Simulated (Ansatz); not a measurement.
## MgTe: strain energy, fitted

MgTe, P6_3mc, a = 4.610 Å, c = 7.496 Å. Ansatz: PBE, PAW, 420 eV, Γ-centred 6×6×4 mesh on 4 atoms, Gaussian smearing 0.02 eV; no spin polarisation. Series: uniaxial strain along c, with a, b and atoms relaxed; x is the strain in per cent. y is the free energy over the unstrained cell, V0 = 34.494 Å³/atom.

```tsv
x (%)	y (meV/atom)
-6.0	?
-4.0	7.05
-2.0	1.82
0.0	0.00
2.0	1.78
4.0	7.28
6.0	16.51
```

Q: Fit y = c2 x² + c3 x³ to the other rows, turn c2 into a modulus, and predict the missing energy.

A: Least squares on the rows shown. y = 0.44802 x² + 0.0017604 x³. In eV per unit strain² c2 is 4.480; this is Young's modulus along the axis (E = ½ Y V0 ε²): 2 × 4.480 × 160.2 / (34.494) = 42 GPa. At x = -6.0 the fit asked for gives 15.75 meV/atom. The run gave 15.36 meV/atom, so the fit is 0.39 meV/atom too high, 2.4 % of the span of the series, against an rms of 0.02 meV/atom on the fitted rows. The row lies outside the fitted range. With a term in x⁴ added, a fit to the same known rows predicts 15.75 meV/atom, no real gain.